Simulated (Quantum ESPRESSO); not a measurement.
Wanted: an ASE script for a Quantum ESPRESSO 7.5 run.

```
Task                : single point
Functional          : PBE
Potentials or basis : SSSP 1.3 efficiency PBE
Cutoff              : 816 eV
Density cutoff      : 6531 eV
k mesh              : 10 × 10 × 10
Occupations         : fermi-dirac, width 0.05 eV
Spin                : no spin polarisation
Mixing beta         : 0.5
Most SCF iterations : 120
SCF threshold       : 4e-10 Ry
```

The structure of HfN lies in HfN.cif:

```cif
data_HfN
_cell_length_a 3.19046580
_cell_length_b 3.19046580
_cell_length_c 3.19046580
_cell_angle_alpha 60.00000000
_cell_angle_beta 60.00000000
_cell_angle_gamma 60.00000000
_space_group_name_H-M_alt 'P1'
_space_group_name_Hall 'P 1'
_space_group_IT_number 1
loop_
_space_group_symop_operation_xyz
'x,y,z'
loop_
_atom_site_label
_atom_site_type_symbol
_atom_site_symmetry_multiplicity
_atom_site_Wyckoff_symbol
_atom_site_fract_x
_atom_site_fract_y
_atom_site_fract_z
_atom_site_occupancy
Hf1 Hf 1 a 0.0000000000 0.0000000000 0.0000000000 1
N1 N 1 a 0.5000000000 0.5000000000 0.5000000000 1
```

These files were run (other wordings do the same):

run.py

```python
import numpy as np
from ase.calculators.espresso import Espresso, EspressoProfile
from ase.io import read

atoms = read('HfN.cif')

input_data = {
    'control': {'calculation': 'scf', 'prefix': 'pwscf', 'outdir': './tmp', 'tprnfor': True, 'tstress': True, 'disk_io': 'nowf'},
    'system': {'ecutwfc': 60.0, 'ecutrho': 480.0, 'nbnd': 15, 'occupations': 'smearing', 'smearing': 'fd', 'degauss': 0.00367493},
    'electrons': {'conv_thr': 4e-10, 'electron_maxstep': 120, 'mixing_beta': 0.5},
}
pseudopotentials = {'N': 'N.pbe-n-radius_5.UPF', 'Hf': 'Hf-sp.oncvpsp.upf'}
profile = EspressoProfile(command='pw.x', pseudo_dir='pseudo')
atoms.calc = Espresso(profile=profile, input_data=input_data, pseudopotentials=pseudopotentials, kpts=(10, 10, 10), koffset=(0, 0, 0))

print(f'energy {atoms.get_potential_energy():.8f} eV')
print('forces (eV/A)')
print(np.round(atoms.get_forces(), 6))
print('stress (eV/A^3, Voigt)')
print(np.round(atoms.get_stress(), 8))
print(f'Fermi level {atoms.calc.get_fermi_level():.4f} eV')
```

Potentials or basis: SSSP 1.3 efficiency PBE.

Run with:

```bash
$ OMP_NUM_THREADS=1 python run.py
```

It gave:

```
Pressure               : 5.8 GPa
Band gap on the k mesh : none (metal or under the smearing width)
```

Wall time 39 s on 1 thread of Arm Neoverse V1, on a shared host, peak memory 0.11 GiB.
